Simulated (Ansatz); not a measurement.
Crystal: ZrB2.

```
Zr B
1.0
     3.17000    0.00000    0.00000
    -1.58500    2.74530    0.00000
     0.00000    0.00000    3.53300
Zr B
1 2
Direct
  0.00000 0.00000 0.00000
  0.66667 0.33333 0.50000
  0.33333 0.66667 0.50000
```

Base run:

```yaml
Program: Ansatz 0.2.0
Functional: LDA
Potentials_or_basis: all-electron LAPW, scalar-relativistic
Cutoff: 258 eV (chosen from the basis error)
Basis_error_allowed: 0.002 eV/atom
k_mesh: 10 × 10 × 8
Occupations: fermi-dirac, width 0.05 eV
Spin: no spin polarisation
```

Its results: pressure -8.8 GPa.

Task: The run is repeated on the same cell with these changes: functional from LDA to PBEsol. What comes out?

Result: Pressure -4.1 GPa.

PBEsol binds less tightly than LDA, so the same cell stands under more pressure.
